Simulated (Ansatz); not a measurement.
How Co answers to pressure

Space group Fd-3m:1 (No. 227). a = 5.079 Å, b = 5.079 Å, c = 5.079 Å, α = 90.00°, β = 90.00°, γ = 90.00°
```json
{"atom": "Co", "site": "8b", "symmetry": "-43m", "x": "0.0000", "y": "0.0000", "z": "0.5000"}
```

The runs use the primitive cell with vectors (0.000, 2.539, 2.539), (2.539, 0.000, 2.539), (2.539, 2.539, 0.000) Å, to which the k mesh refers.

The cell was built from the diamond type and relaxed in the same program, and has space group Fd-3m; it needn't be a known or the stable phase.

The magnetic state is the one reached from the start moments; no search over orders was made, so it needn't be the ground state.

Theory: Ansatz 0.2.0, DFT, PBE, all-electron LAPW, scalar-relativistic.

The runs use a Γ-centred 12×12×12 k mesh, Fermi–Dirac smearing of 0.05 eV, basis error target 0.5 meV/atom, spin-polarised from start moments Co1 2, Co2 2 μB.

The cell is scaled evenly with fractional coordinates held.

```tsv
V/V(cell)	P (GPa)	cell moment (μB)
0.9800	2.22	3.444
1.0000	0.03	3.456
1.0200	-1.91	3.469
1.0600	-5.16	3.504
```

Problem. From the rows at 0.9800 and 1.0200, what is the bulk modulus at the cell's volume?

Solution. B = −ΔP/Δln V = −[(-1.91) − (2.22)]/0.04001 = 103.2 GPa.

In a magnetic metal the moment, and with it the modulus, depend on the k mesh by some per cent, and the slopes vary along the table.

Problem. How does the moment scale with volume?

Solution. dln M/dln V = ln(3.469/3.444)/0.04001 = 0.18: expansion raises it.

Problem. Predict the row at V/V(cell) = 0.9405. How far is a linear estimate of P off?

Solution. P = 7.27 GPa, moment 3.402 μB. The linear estimate P(cell) − B ln(V/V(cell)) = 6.36 GPa misses by 0.91 GPa, since the modulus grows under compression.
